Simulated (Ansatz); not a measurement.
# Ir (hcp type): how the settings move a relaxation

Question: which choices in the input matter for Ir (hcp type)?

Computed with Ansatz 0.2.0 (reference: DFT, PBE, PAW with Ansatz's default frozen-core files, scalar-relativistic, unless a step's input says otherwise).

## 1. The starting structure

Symmetry: P6_3/mmc, No. 194, hexagonal system. The conventional cell has a = 2.565 Å, b = 2.565 Å, c = 4.156 Å, α = 90.00°, β = 90.00°, γ = 120.00°. Around Ir (site symmetry -6m2) lie 12 Ir at 2.55 to 2.57 Å.

Structure file:

```cif
data_structure
_symmetry_space_group_name_H-M 'P 1'
_symmetry_Int_Tables_number 1
_cell_length_a 2.5654
_cell_length_b 2.5654
_cell_length_c 4.1560
_cell_angle_alpha 90.000
_cell_angle_beta 90.000
_cell_angle_gamma 120.000
_cell_volume 23.69
loop_
_atom_site_label
_atom_site_type_symbol
_atom_site_fract_x
_atom_site_fract_y
_atom_site_fract_z
_atom_site_occupancy
Ir1 Ir 0.33333 0.66667 0.25000 1
Ir2 Ir 0.66667 0.33333 0.75000 1
```

## 2. Reference

File input.yaml:

```yaml
crystal:
  lattice:
    - [2.5654143566, 0.0, 0.0]
    - [-1.2827071783, 2.2217140041, 0.0]
    - [0.0, 0.0, 4.1559712577]
  atoms:
    - { symbol: Ir, position: [0.3333333333, 0.6666666667, 0.25] }
    - { symbol: Ir, position: [0.6666666667, 0.3333333333, 0.75] }
kpoints:
  mp_grid: { grid: [15, 15, 8] }
scf:
  occupations: { method: fermi_dirac, width: 0.03 }
hamiltonian:
  xc: pbe
  pseudopotentials: { kind: paw }
output:
  forces: true
  stress: true
relax:
  f_tol: 0.005
  max_steps: 80
  cell: {}
```

On the command line:

```console
$ ansatz run input.yaml --threads 1 --pin off --max-ram 2048MiB --backend cpu --events-out ev --progress --plain --runs-dir out
```

## 3. Changing settings: mp_grid.grid [10, 10, 5], lower_state_search standard, pseudopotentials.kind nc

input.yaml, as its differences from that of step 2:

```diff
@@ -9,8 +9,9 @@
 kpoints:
-  mp_grid: { grid: [15, 15, 8] }
+  mp_grid: { grid: [10, 10, 5] }
 scf:
   occupations: { method: fermi_dirac, width: 0.03 }
+  lower_state_search: standard
 hamiltonian:
   xc: pbe
-  pseudopotentials: { kind: paw }
+  pseudopotentials: { kind: nc }
 output:
@@ -18,2 +19,6 @@
   stress: true
+  write_density: true
+  write_potential: true
+  elf: true
+  volumetric_format: npy
 relax:
```

**Question.** What will these runs give? Wanted: for each run, ending; energy change; pressure; gap; force.

The runs gave:

```tsv
run	ending	energy change	pressure (GPa)	gap (eV)	force (eV/Å)	cycles	time
reference	converged	-	0.0	0.00	0.00	49	39 s
1: mp_grid.grid [10, 10, 5], lower_state_search standard, pseudopotentials.kind nc	converged	not comparable	0.0	0.00	0.00	44	53 s
```

Times don't compare one to one where runs were asked for different outputs or read a saved state (see the inputs); cycles may leave out searches for a lower state.

**Reading.** Total energies don't compare across a change of potentials.
